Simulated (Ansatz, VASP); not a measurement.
## Cu: VASP beside Ansatz

File INCAR:

```
  ALGO = Normal
  EDIFF = 1E-6
  ENCUT = 520
  GGA = PS
  ISIF = 2
  ISMEAR = -1
  LASPH = T
  LCHARG = F
  LREAL = F
  LWAVE = F
  NBANDS = 30
  NELM = 100
  PREC = Accurate
  SIGMA = 0.05
```

File KPOINTS:

```
k-points
0
Gamma
  12 12 4
```

POSCAR

```
Cu
1.0
    2.5475245418      0.0000000000      0.0000000000
   -1.2737622710      2.2062209700      0.0000000000
    0.0000000000      0.0000000000      8.3165306817
Cu
4
Direct
    0.6666666667      0.3333333333      0.7500000000
    0.0000000000      0.0000000000      0.5000000000
    0.3333333333      0.6666666667      0.2500000000
    0.0000000000      0.0000000000      0.0000000000
```

The input input.yaml:

```yaml
crystal:
  lattice:
    - [2.5475245418, 0.0, 0.0]
    - [-1.273762271, 2.20622097, 0.0]
    - [0.0, 0.0, 8.3165306817]
  atoms:
    - { symbol: Cu, position: [0.6666666667, 0.3333333333, 0.75] }
    - { symbol: Cu, position: [0.0, 0.0, 0.5] }
    - { symbol: Cu, position: [0.3333333333, 0.6666666667, 0.25] }
    - { symbol: Cu, position: [0.0, 0.0, 0.0] }
hamiltonian:
  xc: pbesol
  pseudopotentials: { kind: paw }
kpoints:
  mp_grid: { grid: [12, 12, 4] }
scf:
  occupations: { method: fermi_dirac, width: 0.05 }
output:
  forces: true
  stress: true
  eigenvalues: true
```

This isn't the form of Cu at room conditions, which is fcc.

Alike in both runs: task single point; functional PBEsol; k mesh 12 × 12 × 4; occupations fermi-dirac, width 0.05 eV; no spin polarisation.

|  | VASP | Ansatz |
| --- | --- | --- |
| version | VASP 6.6.1 | Ansatz 0.2.0 |
| potentials or method | VASP PAW PBE potentials, release 64 (Cu) | Ansatz PAW |
| plane-wave cutoff (eV) | 520 | 420 |
| valence electrons in the cell | 44 | 76 |

VASP gave:

* gap on the k mesh at the Fermi level (eV): none
* pressure (GPa): -3.9
* largest component of the traceless stress (GPa): 0.34

Problem. What did Ansatz give for the same quantities?

Solution. gap on the k mesh at the Fermi level (eV): none; pressure (GPa): -4.9; largest component of the traceless stress (GPa): 0.31.

A gap of «none» marks a metal or a gap that the smearing closes. The two sets of potentials don't hold the same shells in valence.

Caveats: the PAW data sets were made with another functional, which shifts forces and pressure a little (VASP); the PAW data sets come from PBE, with cores solved anew for the run's functional, which leaves a small shift of forces and pressure (Ansatz).
